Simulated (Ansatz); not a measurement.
# MoTe2: the band gap up the ladder of functionals

The task here is to estimate one member of a computed series from the others.

Program: Ansatz 0.2.0. PAW datasets, plane waves. No spin polarisation. The prototype was imposed, so other structures may be more stable.

## The system as given

The cell was relaxed beforehand with r2SCAN+rVV10.

It is trigonal, P-3m1 (No. 164); a = 3.519 Å, c = 7.214 Å in the conventional setting, 25.80 Å³ an atom. Mo has 6 Te at 2.73 Å; Te has 3 Mo at 2.73 Å.

Coordinates:

```
Mo Te
1.0
     3.51945    0.00000    0.00000
    -1.75973    3.04794    0.00000
     0.00000    0.00000    7.21445
Mo Te
1 2
Cartesian
  0.0000 0.0000 0.0000
  0.0000 2.0320 1.8283
  1.7597 1.0160 5.3862
```

Set-up of the first run:

The input, input.yaml:

```yaml
crystal:
  lattice:
    - [3.5194547085, 0.0, 0.0]
    - [-1.7597273543, 3.047937185, 0.0]
    - [0.0, 0.0, 7.2144517852]
  atoms:
    - { symbol: Mo, position: [0.0, 0.0, 0.0] }
    - { symbol: Te, position: [0.3333333333, 0.6666666667, 0.2534156295] }
    - { symbol: Te, position: [0.6666666667, 0.3333333333, 0.7465843705] }
kpoints:
  mp_grid: { grid: [12, 12, 4] }
  band_path:
    path:
      - [[0.0, 0.0, 0.0], [0.5, 6.620198720629e-17, -5.703268916427e-34], [0.3333333333333, 0.3333333333333, -1.140653783285e-33], [0.0, 0.0, 0.0], [0.0, -6.389710939653e-51, 0.5], [0.5, 6.620198720629e-17, 0.5], [0.3333333333333, 0.3333333333333, 0.5], [0.0, -6.389710939653e-51, 0.5]]
      - [[0.5, 6.620198720629e-17, 0.5], [0.5, 6.620198720629e-17, -5.703268916427e-34]]
      - [[0.3333333333333, 0.3333333333333, 0.5], [0.3333333333333, 0.3333333333333, -1.140653783285e-33]]
    npoints: 10
hamiltonian:
  xc: pbe
scf:
  occupations: { method: fermi_dirac, width: 0.02 }
  n_extra_bands: 4
output:
  forces: true
  stress: true
  eigenvalues: true
```

The run is started by

```
$ ansatz run input.yaml --threads 2 --pin off --max-ram 2211MiB --backend cpu --events-out ev --progress --plain --runs-dir out
```

Steps of the session up to this table: PBE band path; r2SCAN at the same geometry; HSE06 at the same geometry; Single point with PBE+SOC; Single point with PBE0; Single point with LDA.

One of the session's tables, all rows but one given; the rest of the session is left out.

```
  level  gap (eV)
    PBE     -0.58
 r2SCAN         ?
  HSE06     -0.70
PBE+SOC     -0.46
   PBE0     -0.94
    LDA     -0.59
```

**Question.** Estimate the row for r2SCAN.

**Answer.** gap (eV): -0.62. In the column «gap (eV)» it lies between HSE06 (-0.70) and LDA (-0.59).

Meshes: PBE 12×12×4, r2SCAN 12×12×4, HSE06 6×6×4, PBE+SOC 12×12×4, PBE0 6×6×4, LDA 12×12×4.

Caveats from the session: Warnings in the runs' records: stress exchange threshold loose, stress scf threshold loose, filled band counts differ across k points.
